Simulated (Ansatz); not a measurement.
## Residual resistivity of an alloy: Rh(111) with 4 layers of random Rh-Zn, 2x2

Aim: the residual resistivity of a random alloy, from Rh(111) with 4 layers of random Rh-Zn, 2x2 and longer regions.

Main program and level: Ansatz 0.2.0; Ansatz plane-wave DFT, PBE, PAW files; ballistic transport by layer matching (Landauer), zero bias; PAW set soft_1.

Report form: the programs' logs are mostly left out.

**1. The starting structure**

The cell holds 40 atoms: 38 Rh and 2 Zn. Cell: a = 5.378 Å, b = 5.378 Å, c = 22.012 Å, α = 93.5°, β = 86.5°, γ = 120.0°. It derives from Rh. Regions: lead, 24 atoms (24 Rh); scattering region, 16 atoms (14 Rh and 2 Zn). The structure is stacked along c, and the current runs across the ab planes.

**2. With 4 alloy layers**

In 4 layers a share of 0.125 of the sites is given to Zn at random. The layers about the cell's end stay perfect and serve as the lead. Energies from -0.05 to 0.05 eV in steps of 0.05 eV are too few for the program's thermal sum, so it prints no conductance; for a metal the transmission near the Fermi level serves, at a fraction of the cost.

The input, input.yaml:

```yaml
crystal:
  lattice:
    - [5.3783955991, 0.0, 0.0]
    - [-2.6891977995, 4.6578272204, 0.0]
    - [1.3445988998, -0.7763045367, 21.9572080876]
  atoms:
    - { symbol: Rh, position: [0.9916666667, 0.0083333333, 0.05] }
    - { symbol: Rh, position: [0.9916666667, 0.5083333333, 0.05] }
    - { symbol: Rh, position: [0.4916666667, 0.0083333333, 0.05] }
    - { symbol: Rh, position: [0.4916666667, 0.5083333333, 0.05] }
    - { symbol: Rh, position: [0.1416666667, 0.3583333333, 0.15] }
    - { symbol: Rh, position: [0.1416666667, 0.8583333333, 0.15] }
    - { symbol: Rh, position: [0.6416666667, 0.3583333333, 0.15] }
    - { symbol: Rh, position: [0.6416666667, 0.8583333333, 0.15] }
[... 28 atom lines left out ...]
    - { symbol: Rh, position: [0.8416666667, 0.1583333333, 0.95] }
    - { symbol: Rh, position: [0.8416666667, 0.6583333333, 0.95] }
    - { symbol: Rh, position: [0.3416666667, 0.1583333333, 0.95] }
    - { symbol: Rh, position: [0.3416666667, 0.6583333333, 0.95] }
kpoints:
  mp_grid: { grid: [5, 5, 1] }
hamiltonian:
  xc: pbe
  pseudopotentials: { kind: paw, azcp: { folder: soft_1 } }
scf:
  occupations: { method: fermi_dirac, width: 0.1 }
output:
  transmission:
    leads: [[0, 4]]
    kmesh: [10, 10]
    e_range: [-0.05, 0.05]
    de: 0.05
  write_potential: true
  write_density: true
  volumetric_format: npy
```

The run is started by

```console
> ansatz run input.yaml --threads 4 --pin off --max-ram 15360MiB --backend cpu --events-out ev --progress --plain --runs-dir out
```

Elapsed: 3.8 min, on 4 threads of Arm Neoverse V1, shared host; peak memory 4.3 GiB; 14 min of CPU time.

This step gave:

| Property | Result |
| --- | --- |
| free energy | -249951.6715 eV |
| energy at zero smearing | -249950.8478 eV |
| Fermi energy | 21.83 eV |
| cell area | 25.05 Å² |
| transmission per spin nearest the Fermi level | 3.502 |
| open channels per spin nearest the Fermi level | 7.2 |
| step of the lead's potential | 6.5 meV |

Per spin. Table of transmission, zone mean by energy, zero at the Fermi level:

| energy (eV) | transmission, zone mean |
| --- | --- |
| -0.0500 | 3.43 |
| 0.0000 | 3.50 |
| 0.0500 | 3.48 |

Per spin. Table of open channels, zone mean, lead by energy, zero at the Fermi level:

| energy (eV) | open channels, zone mean, lead |
| --- | --- |
| -0.0500 | 6.72 |
| 0.0000 | 7.2 |
| 0.0500 | 7.08 |

Transmission over k1 and k2. At 0.0000 eV from the Fermi level.

Ten even steps from '0' (2.36) to '9' (7.59):
```
0103122130
1021231233
2313201121
2122441112
2230494032
2211144221
2121102313
1332132120
0031221301
1012222210
```
Columns: k1 (b1) from -0.5 to 0.4; rows upwards: k2 (b2) from -0.5 to 0.4.

Open channels over k1 and k2. At 0.0000 eV from the Fermi level.

Values, 10 rows by 10 columns:
```
 6.0  6.0  6.0 10.0  6.0  6.0  6.0  6.0 10.0  6.0
 7.0  6.0  7.0  8.0  8.0  7.0  6.0  7.0 10.0 10.0
 7.0 10.0  8.0  6.0  7.0  6.0  8.0 10.0  7.0  6.0
 6.0  6.0  8.0  7.0  9.0  9.0  7.0  8.0  6.0  6.0
 6.0  6.0  7.0  6.0  9.0 12.0  9.0  6.0  7.0  6.0
 6.0  6.0  6.0  8.0  7.0  9.0  9.0  7.0  8.0  6.0
 7.0  6.0  7.0 10.0  8.0  6.0  7.0  6.0  8.0 10.0
 7.0 10.0 10.0  7.0  6.0  7.0  8.0  8.0  7.0  6.0
 6.0  6.0 10.0  6.0  6.0  6.0  6.0 10.0  6.0  6.0
 6.0  6.0  7.0  7.0  6.0  6.0  6.0  7.0  7.0  6.0
```
Columns: k1 (b1) from -0.5 to 0.4; rows upwards: k2 (b2) from -0.5 to 0.4.

Over the solved energies the transmission per spin lies between 3.43 and 3.50, out of 7 channels of the lead on average (up to 7.2).

**3. With 8 alloy layers**

In 8 layers a share of 0.125 of the sites is given to Zn at random. A fresh draw is used; the growth of the resistance with length is what counts.

System of this step: Rh(111) with 8 layers of random Rh-Zn, 2x2. The cell holds 56 atoms: 52 Rh and 4 Zn. Its edges and angles: a = 5.378 Å, b = 5.378 Å, c = 30.779 Å, α = 87.5°, β = 92.5°, γ = 120.0°. It derives from Rh. Regions: lead, 24 atoms (24 Rh); scattering region, 32 atoms (28 Rh and 4 Zn). The structure is stacked along c, and the current runs across the ab planes.

The input, input.yaml:

```yaml
crystal:
  lattice:
    - [5.3783955991, 0.0, 0.0]
    - [-2.6891977995, 4.6578272204, 0.0]
    - [-1.3445988998, 0.7763045367, 30.7400913226]
  atoms:
    - { symbol: Rh, position: [0.005952381, 0.994047619, 0.0357142857] }
    - { symbol: Rh, position: [0.005952381, 0.494047619, 0.0357142857] }
    - { symbol: Rh, position: [0.505952381, 0.994047619, 0.0357142857] }
    - { symbol: Rh, position: [0.505952381, 0.494047619, 0.0357142857] }
    - { symbol: Rh, position: [0.1845238095, 0.3154761905, 0.1071428571] }
    - { symbol: Rh, position: [0.1845238095, 0.8154761905, 0.1071428571] }
    - { symbol: Rh, position: [0.6845238095, 0.3154761905, 0.1071428571] }
    - { symbol: Rh, position: [0.6845238095, 0.8154761905, 0.1071428571] }
[... 44 atom lines left out ...]
    - { symbol: Rh, position: [0.3273809524, 0.1726190476, 0.9642857143] }
    - { symbol: Rh, position: [0.3273809524, 0.6726190476, 0.9642857143] }
    - { symbol: Rh, position: [0.8273809524, 0.1726190476, 0.9642857143] }
    - { symbol: Rh, position: [0.8273809524, 0.6726190476, 0.9642857143] }
kpoints:
  mp_grid: { grid: [5, 5, 1] }
hamiltonian:
  xc: pbe
  pseudopotentials: { kind: paw, azcp: { folder: soft_1 } }
scf:
  occupations: { method: fermi_dirac, width: 0.1 }
output:
  transmission:
    leads: [[0, 4]]
    kmesh: [10, 10]
    e_range: [-0.05, 0.05]
    de: 0.05
  write_potential: true
  write_density: true
  volumetric_format: npy
```

Elapsed: 9.6 min, on 4 threads; peak memory 7.9 GiB; 37 min of CPU time.

Numbers from this step:

| Quantity | Value |
| --- | --- |
| free energy | -346232.3608 eV |
| energy at zero smearing | -346231.2603 eV |
| Fermi energy | 21.55 eV |
| transmission per spin nearest the Fermi level | 3.388 |
| open channels per spin nearest the Fermi level | 7.04 |
| step of the lead's potential | 34.8 meV |

Per spin. Table of transmission, zone mean by energy, zero at the Fermi level:

| energy (eV) | transmission, zone mean |
| --- | --- |
| -0.0500 | 3.29 |
| 0.0000 | 3.39 |
| 0.0500 | 3.31 |

Over the solved energies the transmission per spin lies between 3.29 and 3.39, out of 6.93 channels of the lead on average (up to 7.04). The log calls the step of a lead's potential too much.

**4. With 12 alloy layers**

In 12 layers a share of 0.125 of the sites is given to Zn at random. A fresh draw is used; the growth of the resistance with length is what counts.

System of this step: Rh(111) with 12 layers of random Rh-Zn, 2x2. The cell holds 72 atoms: 66 Rh and 6 Zn. Cell: a = 5.378 Å, b = 5.378 Å, c = 39.523 Å, α = 90.0°, β = 90.0°, γ = 120.0°. It derives from Rh. Regions: lead, 24 atoms (24 Rh); scattering region, 48 atoms (42 Rh and 6 Zn). The structure is stacked along c, and the current runs across the ab planes.

The input, input.yaml:

```yaml
crystal:
  lattice:
    - [5.3783955991, 0.0, 0.0]
    - [-2.6891977995, 4.6578272204, 0.0]
    - [0.0, 0.0, 39.5229745576]
  atoms:
    - { symbol: Rh, position: [0.0, 0.0, 0.0277777778] }
    - { symbol: Rh, position: [0.0, 0.5, 0.0277777778] }
    - { symbol: Rh, position: [0.5, 0.0, 0.0277777778] }
    - { symbol: Rh, position: [0.5, 0.5, 0.0277777778] }
    - { symbol: Rh, position: [0.1666666667, 0.3333333333, 0.0833333333] }
    - { symbol: Rh, position: [0.1666666667, 0.8333333333, 0.0833333333] }
    - { symbol: Rh, position: [0.6666666667, 0.3333333333, 0.0833333333] }
    - { symbol: Rh, position: [0.6666666667, 0.8333333333, 0.0833333333] }
[... 60 atom lines left out ...]
    - { symbol: Rh, position: [0.3333333333, 0.1666666667, 0.9722222222] }
    - { symbol: Rh, position: [0.3333333333, 0.6666666667, 0.9722222222] }
    - { symbol: Rh, position: [0.8333333333, 0.1666666667, 0.9722222222] }
    - { symbol: Rh, position: [0.8333333333, 0.6666666667, 0.9722222222] }
kpoints:
  mp_grid: { grid: [5, 5, 1] }
hamiltonian:
  xc: pbe
  pseudopotentials: { kind: paw, azcp: { folder: soft_1 } }
scf:
  occupations: { method: fermi_dirac, width: 0.1 }
output:
  transmission:
    leads: [[0, 4]]
    kmesh: [10, 10]
    e_range: [-0.05, 0.05]
    de: 0.05
  write_potential: true
  write_density: true
  volumetric_format: npy
```

Run time: 26 min. Hardware: 4 threads; peak memory 9.5 GiB; 1.6 h of CPU time.

Numbers from this step:

| Quantity | Value |
| --- | --- |
| free energy | -442512.6807 eV |
| energy at zero smearing | -442511.2217 eV |
| Fermi energy | 21.44 eV |
| transmission per spin nearest the Fermi level | 2.256 |
| open channels per spin nearest the Fermi level | 7.2 |
| step of the lead's potential | 3.5 meV |

Per spin. Transmission, zone mean against energy, zero at the Fermi level:

| energy (eV) | transmission, zone mean |
| --- | --- |
| -0.0500 | 2.22 |
| 0.0000 | 2.26 |
| 0.0500 | 2.27 |

Over the solved energies the transmission per spin lies between 2.22 and 2.27, out of 7 channels of the lead on average (up to 7.2).

**5. The fit**

This step: Ansatz plane-wave DFT, PBE, PAW files; ballistic transport by layer matching (Landauer), zero bias; residual resistivity from the slope of the area resistance, atoms on the host's lattice; PAW set soft_1 (Ansatz 0.2.0).

This step gave:

* resistivity: 28.85 µΩ cm
* intercept: 0.1432 fΩ m²
* scatter about the fit: 0.1036 fΩ m²

Resistance, by row:

| run | length (Å) | T | channels N | RA (fΩ m²) |
| --- | --- | --- | --- | --- |
| n4 | 8.783 | 3.47 | 7 | 0.4699 |
| n8 | 17.57 | 3.332 | 6.927 | 0.5035 |
| n12 | 26.35 | 2.248 | 7 | 0.9766 |

Area resistance against length of the alloy:

| length of the alloy (Å) | area resistance (fΩ m²) |
| --- | --- |
| 8.78 | 0.470 |
| 17.57 | 0.504 |
| 26.35 | 0.977 |

The area resistance goes from 0.47 to 0.98 fΩ m² between 8.8 and 26.3 Å, a slope of 29 µΩ cm.

By hand from the end points: (0.9766 − 0.4699) fΩ m² / (26.35 − 8.78) Å = 29 µΩ cm, since 1 fΩ m² per Å is 1000 µΩ cm.

**6. Summary of results**

| Quantity | Value |
| --- | --- |
| resistivity from the slope | 28.9 µΩ cm |
| area resistance over 8.78 Å | 0.470 fΩ m² |
| area resistance over 17.6 Å | 0.504 fΩ m² |
| area resistance over 26.3 Å | 0.977 fΩ m² |

**Reading.** The slope gives 29 µΩ cm. The points scatter by 0.10 fΩ m² about the line, with one random draw a length in a 2x2 cell, so the slope is a rough value. The lead's own channel count moves between the runs (7, 6.93 and 7), which shifts RA and the slope too. Read with a model of isotropic scattering on a spherical Fermi surface and the lead's 2.2×10¹⁵ S/m², this slope means a mean free path near 12 Å; over these lengths the model's slope is within 3 % of its bulk resistivity. The draw over the shortest length came out nearly ordered, with 8 symmetry operations, so that point is a poor sample of a random alloy. The atoms sit on the host's lattice, so scattering by size misfit is left out. A lead's potential steps by up to 35 meV from period to period, which the log calls too much, so longer leads could move the result.

[Logs are printed without paths, hosts, clocks, repeated set-up lines and the standing remarks that a program may print on its own settings, such as how far it seeks lower states.]

[Hosts, paths, dates, database ids (printed as entryN), source tags and the programs' standing remarks are cut or masked in the printed files.]
